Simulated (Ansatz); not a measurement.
The system is W.

```
W
1.0
    -1.58234    1.58234    1.58234
     1.58234   -1.58234    1.58234
     1.58234    1.58234   -1.58234
W
1
Direct
  0.00000 0.00000 0.00000
```

```yaml
Program: Ansatz 0.2.0
Task: relaxation of cell and atoms
Functional: PBE
Potentials_or_basis: Ansatz PAW
Cutoff: "420 eV (not typed: the program's choice for these potentials)"
k_mesh: 12 × 12 × 12
Occupations: fermi-dirac, width 0.05 eV
Spin: no spin polarisation
```

At the start: volume 15.85 Å³/atom.

**Question.** How do energy, volume and symmetry change on relaxing?

**Answer.** It ends after 4 steps and the volume is 16.15 Å³/atom (+1.9 %); space group Im-3m (No. 229, to 0.05 Å).

The path:
| step | energy change (eV) | largest force (eV/Å) | volume (Å³) |
| --- | --- | --- | --- |
| 1 | 0.0000 | 0.0000 | 15.85 |
| 2 | -0.0052 | 0.0000 | 16.17 |
| 3 | -0.0052 | 0.0000 | 16.15 |
| 4 | -0.0054 | 0.0000 | 16.15 |

Final structure:
```
CELL_PARAMETERS angstrom
-1.59224 1.59224 1.59224
1.59224 -1.59224 1.59224
1.59224 1.59224 -1.59224
ATOMIC_POSITIONS crystal
W 0.00000 0.00000 0.00000
```

Caveat: the plane-wave basis is chosen anew once the cell has moved, so the energies of steps on either side of that aren't comparable.
